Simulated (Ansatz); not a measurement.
SnO: moving O off its site

SnO, P4/nmm, a = 3.770 Å, c = 4.563 Å. Ansatz: PBEsol+D3(BJ), PAW, 420 eV, Γ-centred 12×12×10 mesh on 4 atoms, Gaussian smearing 0.15 eV; no spin polarisation.

```
Sn O
1.0
     3.77039    0.00000    0.00000
     0.00000    3.77039    0.00000
     0.00000    0.00000    4.56337
Sn O
2 2
Direct
  0.00000 0.50000 0.25326
  0.50000 0.00000 0.74674
  0.00000 0.00000 0.00000
  0.50000 0.50000 0.00000
```

Atom 3 (O) moves by x along the unit vector (-0.707, -0.707, 0.000), with its periodic images; all else is held. y is the free energy of the cell over the start, F the force along the path summed over the moved atoms. Symmetry makes y even in x.

| x (Å) | y (meV) | F (eV/Å) |
| --- | --- | --- |
| -0.4500 | 967.3 | 4.65 |
| -0.2250 | 225.9 | 2.06 |
| 0.0000 | 0.0 | 0.00 |
| 0.0563 | 13.8 | -0.49 |
| 0.1125 | ? | ? |
| 0.1688 | 125.7 | -1.51 |
| 0.2813 | 358.0 | -2.64 |
| 0.3375 | 523.9 | -3.27 |
| 0.3938 | 726.3 | -3.93 |

Q: Fit y = c2 x² + c4 x⁴ to the energies of the other rows, give the force constant, and predict energy and force of the missing row.

A: Least squares on the rows shown. y = 4364.5 x² + 2041.9 x⁴. The force constant is 2 c2 = 8.73 eV/Å² (for all images moving together, not for a lone atom). The force −dy/dx at the missing row is -0.99 eV/Å (computed -0.99). At x = 0.1125 the fit asked for gives 55.6 meV. The run gave 55.4 meV, so the fit is 0.2 meV too high, within the rms miss on the fitted rows (0.3 meV).

Cost: 9 runs of about 4.1 core-minutes in all, on Intel Xeon 6975P-C (Granite Rapids) (shared hosts).